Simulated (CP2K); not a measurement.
Runs of CP2K 2026.2 on Se. The structure is trigonal, space group P3_121 (No. 152). The conventional cell has a = 4.366 Å, b = 4.366 Å, c = 4.954 Å, α = 90.00°, β = 90.00°, γ = 120.00°. Se (site symmetry 2) has 2 Se at 2.37 Å as nearest neighbours. 

| level | potentials or basis | spin | k points reduced by the point group | potentials | CUTOFF of the grids | soc after scf | gap on the mesh (eV) | pressure (GPa) | largest force (eV/Å) |
| --- | --- | --- | --- | --- | --- | --- | --- | --- | --- |
| PBE | GTH_POTENTIALS Se GTH-PBE-q6; DZVP-MOLOPT-SR-GTH basis | off | yes | Se GTH-PBE-q6 of GTH_POTENTIALS | 450 Ry | - | (a) | 3.6 | 0.61 |
| PBE | GTH_SOC_POTENTIALS Se GTH-PBE-q6; DZVP-MOLOPT-SR-GTH basis | SOC, no magnetisation | - | Se GTH-PBE-q6 of GTH_SOC_POTENTIALS | 450 Ry | yes | - | 3.6 | 0.61 |
| r2SCAN | GTH_SOC_POTENTIALS Se GTH-PBE-q6; DZVP-MOLOPT-SR-GTH basis | SOC, no magnetisation | - | Se GTH-PBE-q6 of GTH_SOC_POTENTIALS | 675 Ry | yes | - | 2.5 | 0.43 |
| r2SCAN | GTH_POTENTIALS Se GTH-PBE-q6; DZVP-MOLOPT-SR-GTH basis | off | yes | Se GTH-PBE-q6 of GTH_POTENTIALS | 675 Ry | - | 1.40 | 2.5 | 0.43 |

Alike in all rows: task band structure; cell as given; k mesh 7 × 7 × 6; smearing fermi-dirac 0.05 eV.

Question: Estimate the missing entries.

Answer: (a) 1.21.

Caveats: the basis of atomic orbitals isn't converged, which shifts pressures, moduli and gaps; the mesh misses the band edges, which the band path finds closer together (some runs); the potentials were made for another functional, which shifts forces and pressure (some runs).

A k mesh can miss the band edges, and rows without SOC leave out spin-orbit coupling on Se.
